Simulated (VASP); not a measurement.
# ZnS (P6_3mc) in VASP: notebook, part 2 of 2

VASP 6.6.1. The steps go on from the part before.

### 3 Relaxation of cell and atoms, PBE

This run uses another cell than the first one, of 19.60 Å³/atom.

The input, INCAR:

```
ALGO     = Normal         # electronic algorithm
EDIFF    = 1E-6           # SCF threshold, eV
EDIFFG   = -0.005         # ionic threshold
ENCUT    = 600            # plane-wave cutoff, eV
GGA      = PE             # functional
IBRION   = 2              # ionic algorithm
ISIF     = 3              # what is computed and relaxed
ISMEAR   = 0              # smearing method
LASPH    = True           # aspherical terms in the spheres
LCHARG   = False          # write CHGCAR
LREAL    = False          # projectors in reciprocal space
LWAVE    = False          # write WAVECAR
NELM     = 60             # most SCF steps
NSW      = 100            # ionic steps
PREC     = Accurate       # precision mode
SIGMA    = 0.01           # smearing width, eV
```

The input, KPOINTS:

```
k-points
0
Gamma
  6 6 4
```

The input, POSCAR:

```
ZnS
1.0
    3.8110000000      0.0000000000      0.0000000000
   -1.9055000000      3.3004228100      0.0000000000
    0.0000000000      0.0000000000      6.2340000000
Zn S
2 2
Direct
    0.3333333343      0.6666666687      0.0000000000
    0.6666666672      0.3333333343      0.5000000000
    0.3333333343      0.6666666687      0.3850000000
    0.6666666672      0.3333333343      0.8850000000
```

Potentials or basis: VASP PAW PBE potentials, release 64 (Zn, S).

The run is started by

```
$ cat potpaw_PBE.64/Zn/POTCAR potpaw_PBE.64/S/POTCAR > POTCAR
$ mpirun -np 1 vasp_std > vasp.out
```

OUTCAR:

```text
EDIFF = 1E-6
   EDIFFG = -0.005
   ENCUT = 600
   GGA = PE
   IBRION = 2
   ISIF = 3
   ISMEAR = 0
   LASPH = True
   LREAL = False
   NELM = 60
   NSW = 100
   PREC = Accurate

 ion  position               nearest neighbor table
   1  0.333  0.667  0.000-   4 2.31   4 2.31   4 2.31   3 2.40
   2  0.667  0.333  0.500-   3 2.31   3 2.31   3 2.31   4 2.40
   3  0.333  0.667  0.385-   2 2.31   2 2.31   2 2.31   1 2.40
   4  0.667  0.333  0.885-   1 2.31   1 2.31   1 2.31   2 2.40

  LATTYP: Found a hexagonal cell.
 ALAT       =     3.8110000000
 C/A-ratio  =     1.6357911309

  Lattice vectors:

 A1 = (   3.8110000000,   0.0000000000,   0.0000000000)
 A2 = (  -1.9055000000,   3.3004228100,   0.0000000000)
 A3 = (   0.0000000000,   0.0000000000,   6.2340000000)

Analysis of symmetry for initial positions (statically):
=====================================================================
 Subroutine PRICEL returns:
 Original cell was already a primitive cell.

 Routine SETGRP: Setting up the symmetry group for a
 hexagonal supercell.

 Subroutine GETGRP returns: Found 12 space group operations
 (whereof  6 operations were pure point group operations)
[... 168 lines left out ...]

------------------------ aborting loop because EDIFF is reached ----------------------------------------

  FORCE on cell =-STRESS in cart. coord.  units (eV):
  Direction    XX          YY          ZZ          XY          YZ          ZX
  --------------------------------------------------------------------------------------
  -------------------------------------------------------------------------------------
  Total        1.5657771      1.5657771      0.5377147      0.0000000      0.0000000      0.0000000
  in kB       31.9937544     31.9937543     10.9872035      0.0000000      0.0000000      0.0000000
  external PRESSURE =      24.9915707 kB  Pullay stress =       0.0000000 kB
[... 95 lines left out ...]
  FREE ENERGIE OF THE ION-ELECTRON SYSTEM (eV)
  ---------------------------------------------------
  free  energy   TOTEN  =       -13.6841245325 eV

  energy  without entropy=      -13.6841245325  energy(sigma->0) =      -13.68412453

[... ionic steps 4 to 12 ...]

--------------------------------------- Ionic step       13  -------------------------------------------

 number of electron      36.0000017 magnetization

------------------------ aborting loop because EDIFF is reached ----------------------------------------
[... 71 lines left out ...]
--------------------------------------- Ionic step       15  -------------------------------------------

 number of electron      36.0000016 magnetization

 Free energy of the ion-electron system (eV)
  ---------------------------------------------------
  ext. energy  EPLUGINS =         0.00000000
  ---------------------------------------------------
  free energy    TOTEN  =       -13.69035680 eV

  energy without entropy =      -13.69035680  energy(sigma->0) =      -13.69035680

 E-fermi :   1.9876     XC(G=0):  -9.5057

 val. band max:        1.8947406971   @ k =   0.0000   0.0000   0.0000
 cond. band min:       3.9677510033   @ k =   0.0000   0.0000   0.0000
 fundamental gap:      2.0730103062
 Fermi energy:         1.9876035795

 k-point     1 :       0.0000    0.0000    0.0000
  band No.  band energies     occupation
      1     -11.0976      2.00000
      2     -10.2114      2.00000
      3      -4.3538      2.00000
      4      -4.3418      2.00000
      5      -4.3418      2.00000
      6      -4.2639      2.00000
[... 545 lines left out ...]
  FREE ENERGIE OF THE ION-ELECTRON SYSTEM (eV)
  ---------------------------------------------------
  free  energy   TOTEN  =       -13.6903568041 eV

  energy  without entropy=      -13.6903568041  energy(sigma->0) =      -13.69035680

 reached required accuracy - stopping structural energy minimisation
```

Wall time 9 min (1 thread of Intel Xeon 8259CL, shared host); peak memory 0.22 GiB.

Results:

```yaml
Free_energy: -13.6904 eV
Relaxed_volume: 20.23 Å³/atom
Relaxed_cell: a = 3.848 Å, b = 3.848 Å, c = 6.308 Å, α = 90.00°, β = 90.00°, γ = 120.00°
Space_group_after_relaxing_to_0.1_Å: P6_3mc (No. 186)
Energy_gained_by_relaxing: 9.9 meV/atom
Ionic_steps: 15
Pressure_after_relaxing: 0.0 GPa
Band_gap_on_the_k_mesh: 2.07 eV
```

The path:
```csv
step,energy change (eV),largest force (eV/Å),pressure (GPa),volume (Å³)
1,0.0000,0.3237,2.50,78.41
2,-0.0319,0.0909,-0.85,81.93
3,-0.0332,0.1294,-0.25,81.29
4,-0.0332,0.1256,-0.31,81.35
5,-0.0364,0.0682,-0.11,81.10
6,-0.0378,0.0150,0.00,80.88
7,-0.0360,0.1037,0.47,80.44
8,-0.0379,0.0078,0.08,80.79
9,-0.0394,0.0049,0.11,80.80
10,-0.0394,0.0079,0.12,80.80
11,-0.0394,0.0015,-0.08,81.03
12,-0.0394,0.0052,0.00,80.91
13,-0.0394,0.0046,-0.02,80.92
14,-0.0394,0.0062,0.01,80.91
15,-0.0395,0.0002,-0.02,80.91
```

Final structure:
```cif
data_structure
_symmetry_space_group_name_H-M 'P 1'
_symmetry_Int_Tables_number 1
_cell_length_a 3.8485
_cell_length_b 3.8485
_cell_length_c 6.3082
_cell_angle_alpha 90.000
_cell_angle_beta 90.000
_cell_angle_gamma 120.000
_cell_volume 80.91
loop_
_atom_site_label
_atom_site_type_symbol
_atom_site_fract_x
_atom_site_fract_y
_atom_site_fract_z
_atom_site_occupancy
Zn1 Zn 0.33333 0.66667 0.00522 1
Zn2 Zn 0.66667 0.33333 0.50522 1
S1 S 0.33333 0.66667 0.37978 1
S2 S 0.66667 0.33333 0.87978 1
```

Levels at points of the mesh, in eV from the valence-band top:
| k point | band 15 | band 16 | band 17 | band 18 | band 19 | band 20 | band 21 | band 22 |
| --- | --- | --- | --- | --- | --- | --- | --- | --- |
| (0.00, 0.00, 0.00) | -0.85 | -0.07 | 0.00 | 0.00 | 2.07 | 3.05 | 6.33 | 6.33 |
| (0.50, 0.00, 0.00) | -3.13 | -2.13 | -1.60 | -0.84 | 3.68 | 4.17 | 5.14 | 6.93 |
| (0.00, 0.00, 0.50) | -0.45 | -0.45 | -0.45 | -0.45 | 3.47 | 3.47 | 6.78 | 6.78 |
| (0.50, 0.00, 0.50) | -1.56 | -1.56 | -1.54 | -1.54 | 3.54 | 3.54 | 5.24 | 5.24 |

### 4 How close it comes

Step 2. Measured gap of ZnS: 3.911 eV (direct; 4 K; a printed reference work, monograph). This calculation gives 2.08 eV (-1.83 eV). The value is that of PBE, without temperature or zero-point motion. Semilocal functionals fall short of measured gaps as a rule.
